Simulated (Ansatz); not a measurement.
## Nb: changing the functional

Space group Im-3m (No. 229). a = 3.328 Å, b = 3.328 Å, c = 3.328 Å, α = 90.00°, β = 90.00°, γ = 90.00°
```tsv
atom	site	symmetry	x	y	z
Nb	2a	m-3m	0.0000	0.0000	0.0000
```

Kept alike: task band structure; k mesh 11 × 11 × 11; occupations fermi-dirac, width 0.05 eV; no spin polarisation. Program: Ansatz, Ansatz PAW. Cutoffs run from 420 to 500 eV. The mesh is that of the run's cell of 1 atom. No spin-orbit coupling.

| functional | pressure (GPa) |
| --- | --- |
| BLYP | 4.08 |
| LDA | -11.55 |
| PBE | -2.00 |
| PBEsol | -7.79 |
| RPBE | 0.83 |
| r2SCAN | -3.19 |
| revPBE | 0.03 |

Pressure is positive in compression, with a Pulay correction for the finite cutoff. For a metal such a mesh leaves the last digits unconverged. All rows use potentials made for PBE.

The pressure runs from -11.55 (LDA) to 4.08 GPa (BLYP). From PBE: BLYP +6.08; LDA -9.55; PBEsol -5.79; RPBE +2.83; r2SCAN -1.19; revPBE +2.03. A positive pressure means that the functional's own cell is larger than the one given, a negative one that it is smaller.
